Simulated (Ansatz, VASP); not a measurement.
# One calculation of P, two programs

INCAR

```
PREC = Accurate ; ENCUT = 520
EDIFF = 1E-6 ; ISMEAR = 0
SIGMA = 0.2 ; LREAL = False
LASPH = True ; NELM = 80
ALGO = Normal ; ISIF = 2
LWAVE = False ; LCHARG = False
GGA = PE ; NBANDS = 18
```

The input KPOINTS:

```
Automatic mesh
0
Gamma
  8 4 4
```

File POSCAR:

```
P
1.0
    2.4448010539      0.0000000000      0.0000000000
    0.0000000000      4.8896021077      0.0000000000
    0.0000000000      0.0000000000      4.8896021077
P
4
Direct
    0.0000000000      0.0000000000      0.0000000000
    0.0000000000      0.0000000000      0.5000000000
    1.0000000000      0.5000000000      0.0000000000
    1.0000000000      0.5000000000      0.5000000000
```

Input for Ansatz:

```yaml
crystal:
  lattice:
    - [2.4448010539, 0.0, 0.0]
    - [0.0, 4.8896021077, 0.0]
    - [0.0, 0.0, 4.8896021077]
  atoms:
    - { symbol: P, position: [0.0, 0.0, 0.0] }
    - { symbol: P, position: [0.0, 0.0, 0.5] }
    - { symbol: P, position: [1.0, 0.5, 0.0] }
    - { symbol: P, position: [1.0, 0.5, 0.5] }
basis:
  ecutwfc: 420
kpoints:
  mp_grid: { grid: [8, 4, 4] }
hamiltonian:
  xc: pbe
scf:
  occupations: { method: gaussian, width: 0.2 }
  lower_state_search: "off"
output:
  forces: true
  stress: true
  eigenvalues: true
```

Alike in both runs: task single point; functional PBE; k mesh 8 × 4 × 4; occupations gaussian, width 0.2 eV; no spin polarisation.

|  | VASP | Ansatz |
| --- | --- | --- |
| version | VASP 6.6.1 | Ansatz 0.2.0 |
| potentials or method | VASP PAW PBE potentials, release 64 (P) | scalar-relativistic, plane waves, PAW |
| plane-wave cutoff (eV) | 520 | 420 |
| valence electrons in the cell | 20 | 20 |

VASP gave:

```
gap on the k mesh at the Fermi level (eV) : none
pressure (GPa)                            : -0.3
```

Estimate Ansatz's values.

gap on the k mesh at the Fermi level (eV): none; pressure (GPa): -0.1.

A gap of «none» marks a metal or a gap that the smearing closes. The functional is the same, so the differences come from potentials, cutoffs and numerics.
